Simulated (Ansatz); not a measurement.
Crystal: MnS.

```
Mn S
1.0
     0.00000    2.47346    2.47346
     2.47346    0.00000    2.47346
     2.47346    2.47346    0.00000
Mn S
1 1
Direct
  0.00000 0.00000 0.00000
  0.75000 0.75000 0.75000
```

The cell is a database's computed one.

| Property | Result |
| --- | --- |
| Program | Ansatz 0.2.0 |
| Task | single point |
| Functional | PBE |
| Potentials or basis | Ansatz PAW |
| Cutoff | 420 eV (not typed: the program's choice for these potentials) |
| k mesh | 9 × 9 × 9 |
| Occupations | fermi-dirac, width 0.05 eV |
| Spin | collinear spin, ferromagnetic start |
| Starting moments | [4.0, 0.0] μB |

On this cell: pressure 3.0 GPa; largest force zero by symmetry; net moment 0.22 μB per cell; site moments Mn +0.19; S -0.00 μB; band gap on the k mesh none (metal or under the smearing width).

The same run follows on a disturbed copy (atoms moved at random, drawn with an rms of 0.05 Å):

```
Mn S
1.0
     0.00000    2.47346    2.47346
     2.47346    0.00000    2.47346
     2.47346    2.47346    0.00000
Mn S
1 1
Cartesian
  -0.0059 0.0120 -0.0006
  3.6968 3.6845 3.6093
```

Question: What does the disturbed cell give?

Answer: The energy (extrapolated to zero smearing) moves by +39.3 meV/atom; pressure 3.9 GPa; largest force 1.477 eV/Å; net moment 0.21 μB per cell; site moments Mn +0.18; S -0.00 μB; band gap on the k mesh none (metal or under the smearing width).

Forces in eV/Å, atoms in the order of the input:
```
Mn   0.096 -0.509 -1.383
S   -0.096  0.509  1.383
```

Stress tensor (GPa, compression positive):
```
 3.98 -8.01 -2.87
-8.01  3.95  0.11
-2.87  0.11  3.81
```

Caveats: the moment fell far below its start of 4 μB, so a state of higher moment may lie lower in energy; semilocal functionals often make such compounds metallic where correlation or magnetic order opens a gap, which also shifts bond lengths; the starting moments weren't kept.
